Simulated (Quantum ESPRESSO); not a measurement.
## K in Quantum ESPRESSO: the effect of dispersion

K:

```
CELL_PARAMETERS angstrom
-2.69756 2.69756 2.69756
2.69756 -2.69756 2.69756
2.69756 2.69756 -2.69756
ATOMIC_POSITIONS crystal
K 0.00000 0.00000 0.00000
```

Alike in all runs:

```yaml
Program: Quantum ESPRESSO 7.5
Task: relaxation of cell and atoms
Functional: revPBE
Potentials_or_basis: PseudoDojo 0.4.1 SR PBE standard
Cutoff: 1007 eV
Density_cutoff: 4027 eV
k_mesh: 7 × 7 × 7
Occupations: fermi-dirac, width 0.05 eV
Spin: no spin polarisation
```

Each run relaxes the cell or the atoms first.

```tsv
dispersion	relaxed volume (Å³/atom)
none	78.52
D2	69.86
D3	?
D3(BJ)	70.27
D4	75.77
rVV10	75.07
```

Task: What does the run with dispersion D3 give?

Result: Relaxed volume 73.06 Å³/atom.

Caveats: the potentials were made for another functional, which shifts forces and pressure; pairwise dispersion overbinds metals, which lowers pressure and volume (some runs); the relaxation stopped at its first step, so nothing moved (some runs); rVV10's parameter b was fitted to another functional (some runs).
